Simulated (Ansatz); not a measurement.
# CuO (P1) in Ansatz: a series of runs, part 2 of 2

Ansatz 0.2.0. The steps go on from the part before.

### 7 Single point, RPBE, 9.48 Å³/atom

Contents of input.yaml:

```yaml
crystal:
  lattice:
    - [0.0, 2.11656, 2.11656]
    - [2.11656, 0.0, 2.11656]
    - [2.11656, 2.11656, 0.0]
  atoms:
    - { symbol: Cu, position: [0.02949772, 0.02810087, 0.90802599] }
    - { symbol: O, position: [0.47050228, 0.47189913, 0.59197401] }
hamiltonian:
  xc: rpbe
  pseudopotentials: { kind: paw }
kpoints:
  mp_grid: { grid: [11, 11, 11] }
scf:
  occupations: { method: fermi_dirac, width: 0.05 }
output:
  forces: true
  stress: true
  eigenvalues: true
  write_density: true
  write_potential: true
  elf: true
  volumetric_format: npy
```

Command:

```
$ ansatz run input.yaml --threads 2 --pin off --max-ram 5632MiB --backend cpu --events-out ev --progress --plain --runs-dir out
```

It took 14 s on 2 threads of Arm Neoverse V1, shared host; peak memory 0.52 GiB.

It converged, with:

| Item | Value |
| --- | --- |
| Free energy | -7197.3988 eV |
| Pressure | 24.4 GPa |
| Largest force | 1.035 eV/Å |
| Band gap on the k mesh | none (metal or under the smearing width) |

Caveat: the pressure holds a Pulay correction of +0.7 GPa for the finite cutoff; an odd number of electrons without spin polarisation forces a metal; a magnetic or distorted state may lie lower; the run has no spin polarisation, though such a crystal can be magnetic; semilocal functionals often make such compounds metallic where correlation or magnetic order opens a gap, which also shifts bond lengths; the PAW data sets come from PBE, with cores solved anew for the run's functional, which leaves a small shift of forces and pressure.

### 8 Single point, RPBE, 9.67 Å³/atom (volume scaled by 1.02)

Edit input.yaml of step 7 so:

```diff
@@ -2,5 +2,5 @@
   lattice:
-    - [0.0, 2.11656, 2.11656]
-    - [2.11656, 0.0, 2.11656]
-    - [2.11656, 2.11656, 0.0]
+    - [0.0, 2.1305773621, 2.1305773621]
+    - [2.1305773621, 0.0, 2.1305773621]
+    - [2.1305773621, 2.1305773621, 0.0]
   atoms:
@@ -19,5 +19 @@
   eigenvalues: true
-  write_density: true
-  write_potential: true
-  elf: true
-  volumetric_format: npy
```

Command:

```
$ ansatz run input.yaml --threads 2 --pin off --max-ram 5632MiB --backend cpu --events-out ev --progress --plain --runs-dir out
```

Wall time 10 s (2 threads of Arm Neoverse V1, shared host); peak memory 0.52 GiB.

The run converged. Its results:

* Free energy: -7197.4512 eV
* Pressure: 19.8 GPa
* Largest force: 0.893 eV/Å
* Band gap on the k mesh: none (metal or under the smearing width)

Caveat: the pressure holds a Pulay correction of +0.7 GPa for the finite cutoff; an odd number of electrons without spin polarisation forces a metal; a magnetic or distorted state may lie lower; the run has no spin polarisation, though such a crystal can be magnetic; semilocal functionals often make such compounds metallic where correlation or magnetic order opens a gap, which also shifts bond lengths; the PAW data sets come from PBE, with cores solved anew for the run's functional, which leaves a small shift of forces and pressure.

### 9 Single point, RPBE, 9.86 Å³/atom (volume scaled by 1.04)

Edit input.yaml of step 8 so:

```diff
@@ -2,5 +2,5 @@
   lattice:
-    - [0.0, 2.1305773621, 2.1305773621]
-    - [2.1305773621, 0.0, 2.1305773621]
-    - [2.1305773621, 2.1305773621, 0.0]
+    - [0.0, 2.1444126677, 2.1444126677]
+    - [2.1444126677, 0.0, 2.1444126677]
+    - [2.1444126677, 2.1444126677, 0.0]
   atoms:
@@ -19 +19,5 @@
   eigenvalues: true
+  write_density: true
+  write_potential: true
+  elf: true
+  volumetric_format: npy
```

Potentials or basis: Ansatz PAW.

Command:

```
$ ansatz run input.yaml --threads 2 --pin off --max-ram 5632MiB --backend cpu --events-out ev --progress --plain --runs-dir out
```

Run time: 14 s. Hardware: 2 threads of Arm Neoverse V1, shared host; peak memory 0.53 GiB.

It converged, with:

```yaml
Free_energy: -7197.4932 eV
Pressure: 15.7 GPa
Largest_force: 0.760 eV/Å
Band_gap_on_the_k_mesh: none (metal or under the smearing width)
```

Caveat: the pressure holds a Pulay correction of +0.7 GPa for the finite cutoff; an odd number of electrons without spin polarisation forces a metal; a magnetic or distorted state may lie lower; the run has no spin polarisation, though such a crystal can be magnetic; semilocal functionals often make such compounds metallic where correlation or magnetic order opens a gap, which also shifts bond lengths; the PAW data sets come from PBE, with cores solved anew for the run's functional, which leaves a small shift of forces and pressure.

### 10 Single point, RPBE, 10.05 Å³/atom (volume scaled by 1.06)

Contents of input.yaml:

```yaml
crystal:
  lattice:
    - [0.0, 2.1580717154, 2.1580717154]
    - [2.1580717154, 0.0, 2.1580717154]
    - [2.1580717154, 2.1580717154, 0.0]
  atoms:
    - { symbol: Cu, position: [0.02949772, 0.02810087, 0.90802599] }
    - { symbol: O, position: [0.47050228, 0.47189913, 0.59197401] }
hamiltonian:
  xc: rpbe
  pseudopotentials: { kind: paw }
kpoints:
  mp_grid: { grid: [11, 11, 11] }
scf:
  occupations: { method: fermi_dirac, width: 0.05 }
output:
  forces: true
  stress: true
  eigenvalues: true
```

Command:

```
$ ansatz run input.yaml --threads 2 --pin off --max-ram 5632MiB --backend cpu --events-out ev --progress --plain --runs-dir out
```

Wall time 10 s (2 threads of Arm Neoverse V1, shared host); peak memory 0.53 GiB.

The run converged. Its results:

```
Free energy            : -7197.5258 eV
Pressure               : 12.0 GPa
Largest force          : 0.637 eV/Å
Band gap on the k mesh : none (metal or under the smearing width)
```

Caveat: the pressure holds a Pulay correction of +0.7 GPa for the finite cutoff; an odd number of electrons without spin polarisation forces a metal; a magnetic or distorted state may lie lower; the run has no spin polarisation, though such a crystal can be magnetic; semilocal functionals often make such compounds metallic where correlation or magnetic order opens a gap, which also shifts bond lengths; the PAW data sets come from PBE, with cores solved anew for the run's functional, which leaves a small shift of forces and pressure.

### 11 Equation of state, RPBE

No new run: the results of the series are fitted here.

What came out:

```yaml
Equilibrium_volume: "10.82 Å³/atom (rough: see the caveat)"
Bulk_modulus_at_fixed_shape_and_positions: 136 GPa (rough)
```

Energy against volume, from the lowest point:
| volume (Å³/atom) | energy (meV/atom) |
| --- | --- |
| 8.913 | 178.82 |
| 9.103 | 133.57 |
| 9.292 | 95.35 |
| 9.482 | 63.53 |
| 9.671 | 37.30 |
| 9.861 | 16.33 |
| 10.051 | 0.00 |

Caveat: the potentials were made for another functional, which shifts forces and pressure; the minimum lies outside the volumes run; the cell was scaled at fixed shape and fractional positions, which overstates the stiffness of a crystal with free parameters, most of all of layers and chains; the run has no spin polarisation, though such a crystal can be magnetic.

### 12 Band structure, PBE

Contents of input.yaml:

```yaml
crystal:
  lattice:
    - [0.0, 2.11656, 2.11656]
    - [2.11656, 0.0, 2.11656]
    - [2.11656, 2.11656, 0.0]
  atoms:
    - { symbol: Cu, position: [0.02949772, 0.02810087, 0.90802599] }
    - { symbol: O, position: [0.47050228, 0.47189913, 0.59197401] }
hamiltonian:
  xc: pbe
  pseudopotentials: { kind: nc }
kpoints:
  mp_grid: { grid: [11, 11, 11] }
  band_path:
    path:
      - [[0.0, 0.0, 0.0], [0.5, 0.0, 0.5], [0.5, 0.25, 0.75], [0.375, 0.375, 0.75], [0.0, 0.0, 0.0], [0.5, 0.5, 0.5], [0.625, 0.25, 0.625], [0.5, 0.25, 0.75], [0.5, 0.5, 0.5], [0.375, 0.375, 0.75]]
      - [[0.625, 0.25, 0.625], [0.5, 0.0, 0.5]]
    npoints: 14
scf:
  occupations: { method: fermi_dirac, width: 0.05 }
  n_extra_bands: 6
output:
  forces: true
  stress: true
  eigenvalues: true
  fatbands: false
```

Potentials or basis: Ansatz NC.

Command:

```
$ ansatz run input.yaml --threads 2 --pin off --max-ram 5632MiB --backend cpu --events-out ev --progress --plain --runs-dir out
```

The program printed:

```text
Warning: RAYON_NUM_THREADS=2 ignored (pool sized by the plan → 2); use --threads N
scf.n_extra_bands = 6 over 13 filled bands (N_el = 25.0): the run solves 19 bands
Engine: ansatz 0.2.0, aarch64-unknown-linux-gnu
Pseudopotentials: kind: nc
Pseudopotential: Cu, nc, valence charge 19, recommended cutoff 1251.723767 eV (normal), Cu.nc.azcp
Pseudopotential: O, nc, valence charge 6, recommended cutoff 1240 eV (normal), O.nc.azcp
Functional definition: PBE
  parameter kappa = 0.804
  parameter beta = 0.06672455060314922
  exchange = pbe_x(kappa = kappa, mu = beta*pi^2/3)
  correlation = pbe_c(beta = beta)
Crystal: 2 atoms, lattice volume = 18.964 Å³
Basis set: ecut = 1251.723767 eV, 1917 PW (Γ), exchange–correlation on 72×72×72 points (8 copies of the dense FFT grid, shifted against one another)
Bands: 19, of which v1, the nominal top of the filled ones, is band 13 counted from 1 (12 counted from 0)
Symmetry: 1 space group operations
Space group: P1 (ITA 1), of the structure as read, at distance tolerance 2.7e-5 Å
k-points: 666 of 1331 (time reversal used)
Non-local potential: Cu, projectors of the file, l = 0: 2, l = 1: 2, l = 2: 2, l = 3: 1
Non-local potential: O, projectors of the file, l = 0: 2, l = 1: 2, l = 2: 1
Initial density: superposition of atomic densities (chi_scale 0.1, normalization cell, long waves kept (reshape's long-wave potential 0.00 eV rms))
Initial wavefunctions: pseudopotential atomic-orbital guess
Functional: x = pbe(κ = 0.804, μ = 0.2195149727645171), c = pbe(β = 0.06672455060314922)
SCF iter   1: F=—  HF=-5625.888303 eV  |F-HF|=—  |Δ(HF+E_count)|=         —  Δρ=8.72e-2  dr2=3.24e-1  ethr=3.10e-3  ⟨swp⟩=5.1  Hψ=55867  notcnv=0
preconditioner: auto → none  [metal: Δε(μ)=0.003 eV  Ē_g=18.791 eV  σ=0.050 eV  W_gap=0.01  n_scr=8 (ndim 8)  ℏωp=35.2 eV  f_vac=0.000  D(μ)=2.47/eV (n_scr^D=26)  sad-step TF]
SCF iter   2: F=—  HF=-5625.819666 eV  |F-HF|=—  |Δ(HF+E_count)|=   6.86e-2  Δρ=3.76e-2  dr2=7.40e-2  ethr=1.30e-3  ⟨swp⟩=3.0  Hψ=28446  notcnv=0  defer=1006
SCF iter   3: F=—  HF=-5625.820905 eV  |F-HF|=—  |Δ(HF+E_count)|=   1.24e-3  Δρ=2.68e-2  dr2=7.45e-2  ethr=2.96e-4  ⟨swp⟩=3.6  Hψ=21122  notcnv=0  defer=1006
SCF iter   4: F=—  HF=-5625.807870 eV  |F-HF|=—  |Δ(HF+E_count)|=   1.30e-2  Δρ=4.36e-3  dr2=1.31e-3  ethr=2.96e-4  ⟨swp⟩=2.0  Hψ=21057  notcnv=0  defer=1007
SCF iter   5: F=—  HF=-5625.808011 eV  |F-HF|=—  |Δ(HF+E_count)|=   1.41e-4  Δρ=1.57e-3  dr2=1.04e-4  ethr=5.23e-6  ⟨swp⟩=2.9  Hψ=16975  notcnv=0  defer=1007
SCF iter   6: F=—  HF=-5625.808062 eV  |F-HF|=—  |Δ(HF+E_count)|=   5.17e-5  Δρ=1.82e-4  dr2=1.73e-6  ethr=4.16e-7  ⟨swp⟩=2.8  Hψ=20655  notcnv=0  defer=1007
SCF iter   7: F=—  HF=-5625.808062 eV  |F-HF|=—  |Δ(HF+E_count)|=   8.29e-8  Δρ=3.71e-5  dr2=6.24e-8  ethr=4.00e-10  ⟨swp⟩=8.1  Hψ=64183  notcnv=0
SCF iter   8: F=-5625.808062 eV  HF=-5625.808062 eV  |F-HF|=2.95e-10  |Δ(HF+E_count)|=   9.68e-9  Δρ=8.43e-6  dr2=3.41e-9  ethr=2.50e-10  ⟨swp⟩=2.9  Hψ=42219  notcnv=0
SCF 1 converged in 8 iterations: F = -5625.808062 eV  dr2 = 3.41e-9
NSCF: frozen V_eff on 142 k-points
SCF converged after 8 iterations
Free energy (F): -5625.808062 eV
Harris-Foulkes:  -5625.808062 eV  (|F-HF|=2.95e-10)
Internal energy: -5625.787086 eV  (E = F + TS)
E sigma→0 (E₀):  -5625.797574 eV
Entropy (-TS):   -0.020976 eV (-10.488 meV/atom)
Fermi energy:    13.480656 eV
--- Per-component energies (eV) ---
  E_band       = -388.340208
  E_kinetic    = 2696.105492
  E_local      = -4852.232138  (includes V_loc(G=0)·N_el)
  E_nonlocal   = -997.926896
  E_hartree    = 1776.221823
  E_xc         = -762.845740
  E_vxc        = -786.733075  (∫ρ·V_xc dr)
  E_ewald      = -3485.109627
  E_smearing   = -0.020976  (= −TS)
  E_closure    = 0.000000  (closes the sum)
  Σ components = -5625.808062   (vs F -5625.808062, Δ=0.00e0)
--- Forces (eV/Å), atoms counted from 1 ---
  atom   1  Cu     0.63769372     0.58071501    -0.40956230
  atom   2  O     -0.63769940    -0.58071959     0.40956435
  max |Σ_I F_I| component: 5.68e-6 eV/Å
--- Stress (GPa, compression-positive) ---
       19.931619      -4.306569       3.562405
       -4.306569      19.057577       3.361312
        3.562405       3.361312      16.281930
  P = ⅓ Tr σ = 18.4237 GPa (184.237 kbar)
--- Band table (eV; the first three rows and the last of 666) ---
  k-point 0: bands = ["-98.7308", "-56.1809", "-56.1605", "-56.0200", "-6.2516", "8.8874", "8.9435", "9.6117", "11.0056", "11.0404", "12.9639", "13.2419", "13.2742", "14.9492", "30.3947", "31.5842", "31.7051", "32.3524", "35.4114"]
  k-point 1: bands = ["-98.7307", "-56.1810", "-56.1607", "-56.0212", "-6.1697", "8.7853", "8.8414", "9.3320", "11.0461", "11.0766", "12.5861", "13.3614", "13.3927", "15.6477", "28.8058", "31.3131", "31.4246", "33.2963", "34.7854"]
  k-point 2: bands = ["-98.7305", "-56.1815", "-56.1612", "-56.0245", "-5.9418", "8.5224", "8.5445", "8.6218", "11.1598", "11.1826", "12.2034", "13.6621", "13.6891", "16.9114", "26.5991", "30.3329", "30.4123", "33.6941", "34.7088"]
  k-point 665: bands = ["-98.7295", "-56.1932", "-56.1668", "-56.0239", "-5.0389", "6.0236", "8.2845", "9.2073", "11.3132", "11.4075", "11.9527", "13.1046", "13.6766", "20.3955", "22.5377", "26.9754", "29.3147", "34.2819", "37.1373"]
```

It took 74 s on 2 threads of Arm Neoverse V1, shared host; peak memory 0.95 GiB.

What came out:

- Free energy: -5625.8081 eV
- Pressure: 18.4 GPa
- Largest force: 0.955 eV/Å
- Band gap on the k mesh: none (metal or under the smearing width)

Forces in eV/Å, atoms in the order of the input:
```
Cu   0.638  0.581 -0.410
O   -0.638 -0.581  0.410
```

Levels at the corners of the path, in eV from the Fermi level:
```
point  band 11  band 12  band 13  band 14  band 15  band 16
    Γ    -0.52    -0.24    -0.21     1.47    16.91    18.10
    X    -1.70    -1.31    -1.24     5.31    11.08    11.25
    W    -1.71    -1.57    -0.37     7.34    10.81    10.89
    K    -1.58    -1.02    -0.31     6.96    10.14    10.89
    Γ    -0.52    -0.24    -0.21     1.47    16.91    18.10
    L    -1.51    -0.32     0.47     6.48     9.19    14.72
    U    -1.61    -1.42    -0.20     6.80    10.47    10.96
    W    -1.71    -1.57    -0.37     7.34    10.81    10.89
    L    -1.51    -0.32     0.47     6.48     9.19    14.72
    K    -1.58    -1.02    -0.31     6.96    10.14    10.89
    U    -1.61    -1.42    -0.20     6.80    10.47    10.96
    X    -1.70    -1.31    -1.24     5.31    11.08    11.25
```

Caveat: so large a pressure means that the cell lies far from this level's equilibrium, or that cutoff or potentials fall short; an odd number of electrons without spin polarisation forces a metal; a magnetic or distorted state may lie lower; the run has no spin polarisation, though such a crystal can be magnetic; semilocal functionals often make such compounds metallic where correlation or magnetic order opens a gap, which also shifts bond lengths.

### 13 The runs side by side

| task | level | potentials or basis | U | k mesh | cutoff (eV) | atoms under strain | points for each segment of the path | hubbard projectors | double counting | gap on the mesh (eV) | pressure (GPa) | largest force (eV/Å) |
| --- | --- | --- | --- | --- | --- | --- | --- | --- | --- | --- | --- | --- |
| elastic constants | LDA | Ansatz PAW | - | 9 × 9 × 9 | 420 | relaxed | - | - | - | none | -15.1 | - |
| band structure | PBE+U | Ansatz PAW | Cu d U = 5.3 eV | 11 × 11 × 11 | 420 | - | 14 | ortho-atomic (the default) | fll (the default) | none | 21.3 | 1.27 |
| equation of state | RPBE | Ansatz PAW | - | 11 × 11 × 11 | 420 | - | - | - | - | - | - | - |
| band structure | PBE | Ansatz NC | - | 11 × 11 × 11 | 1252 | - | 14 | - | - | none | 18.4 | 0.95 |

Alike in all rows: no spin polarisation; cell as given; smearing fermi-dirac 0.05 eV.

Caveats: the run has no spin polarisation, though such a crystal can be magnetic; an odd number of electrons without spin polarisation forces a metal (some runs); a magnetic or distorted state may lie lower (some runs); so large a pressure means that the cell lies far from this level's equilibrium, or that cutoff or potentials fall short (some runs); semilocal functionals often make such compounds metallic where correlation or magnetic order opens a gap, which also shifts bond lengths (some runs); the cell is more than 3 GPa from zero pressure, which shifts response properties (some runs); elastic constants of metals need much finer meshes, so these are rough (some runs).

Total energies depend on the potentials used, so only differences within one code and one set of settings carry meaning.
